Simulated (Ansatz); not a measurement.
**SnTe: how the settings move a single-point run**

How sensitive is a single-point run of SnTe to its settings? A reference run comes first, then three runs with altered input. The cell is built on a prototype (h-MgO type) and needn't be the phase found in nature.

Computed with Ansatz 0.2.0 (reference: DFT, HSE06, plane waves, PAW, unless a step's input says otherwise).

### 1 The structure to begin with

The structure is hexagonal, space group P6_3/mmc (No. 194). The conventional cell has a = 5.388 Å, b = 5.388 Å, c = 6.424 Å, α = 90.00°, β = 90.00°, γ = 120.00°. Sn (site symmetry -6m2) is surrounded by 5 Te at 3.11 to 3.21 Å. Around Te (site symmetry -6m2) lie 5 Sn at 3.11 to 3.21 Å.

Structure file:

```
Sn Te
1.0
     5.38790    0.00000    0.00000
    -2.69395    4.66606    0.00000
     0.00000    0.00000    6.42393
Sn Te
2 2
Direct
  0.33333 0.66667 0.25000
  0.66667 0.33333 0.75000
  0.66667 0.33333 0.25000
  0.33333 0.66667 0.75000
```

### 2 Baseline

File input.yaml:

```yaml
crystal:
  lattice:
    - [5.3879010655, 0.0, 0.0]
    - [-2.6939505327, 4.6660591958, 0.0]
    - [0.0, 0.0, 6.4239308375]
  atoms:
    - { symbol: Sn, position: [0.3333333333, 0.6666666667, 0.25] }
    - { symbol: Sn, position: [0.6666666667, 0.3333333333, 0.75] }
    - { symbol: Te, position: [0.6666666667, 0.3333333333, 0.25] }
    - { symbol: Te, position: [0.3333333333, 0.6666666667, 0.75] }
kpoints:
  mp_grid: { grid: [6, 6, 2] }
hamiltonian:
  xc: hse06
scf:
  occupations: { method: fixed }
  n_extra_bands: 5
output:
  forces: true
  stress: true
  eigenvalues: true
```

On the command line:

```
> ansatz run input.yaml --threads 4 --pin off --max-ram 3686MiB --backend cpu --events-out ev --progress --plain --runs-dir out
```

### 3 Changed: exchange pbe, correlation pbe, coeff 0.1, omega 0.2078

input.yaml: that of step 2 with these lines changed.

```diff
@@ -13,3 +13,6 @@
 hamiltonian:
-  xc: hse06
+  xc:
+    exchange: pbe
+    correlation: pbe
+    exx: { coeff: 0.1, omega: 0.2078 }
 scf:
```

### 4 Changing settings: exchange pbe, correlation pbe, coeff 0.4, omega 0.1

input.yaml: that of step 2 with these lines changed.

```diff
@@ -13,3 +13,3 @@
 hamiltonian:
-  xc: hse06
+  xc: { exchange: pbe, correlation: pbe, exx: { coeff: 0.4, omega: 0.1 } }
 scf:
```

### 5 Changing settings: occupations.method cold, occupations.width 0.05

input.yaml: that of step 2 with these lines changed.

```diff
@@ -15,3 +15,3 @@
 scf:
-  occupations: { method: fixed }
+  occupations: { method: cold, width: 0.05 }
   n_extra_bands: 5
```

What does the calculation give? Wanted: for each run, ending; energy change; pressure; gap; force.

**Answer**, as computed:

```tsv
run	ending	energy change	pressure (GPa)	gap (eV)	force (eV/Å)	cycles	time
reference	converged	0	0.3	0.75	0.00	15	75 s
1: exchange pbe, correlation pbe, coeff 0.1, omega 0.2078	converged	not comparable	0.7	0.55	0.00	13	70 s
2: exchange pbe, correlation pbe, coeff 0.4, omega 0.1	converged	not comparable	-0.1	1.34	0.00	19	88 s
3: occupations.method cold, occupations.width 0.05	converged	0.0 meV/atom (σ→0)	0.3	0.75	0.00	15	74 s
```

Residual by cycle in the longest SCF loop of each run; runs are numbered as in the table. The quantity is the density residual dr2, in eV.

```tsv
cycle	reference	run 1	run 2	run 3
1	0.0327	0.00677	0.0706	0.0332
2	0.00392	5.1e-4	0.0172	0.00394
3	0.00194	1.0e-4	0.00881	0.00194
4	1.5e-4	3.9e-6	0.00118	1.4e-4
5	7.3e-5	1.3e-6	7.4e-4	7.0e-5
6	2.8e-6	8.5e-8	1.3e-4	1.9e-6
7	-	-	1.3e-5	-
```

What this shows: «occupations.method cold, occupations.width 0.05» leaves the energy as it was. The gap of the reference lacks spin-orbit coupling, though the cell holds Te.
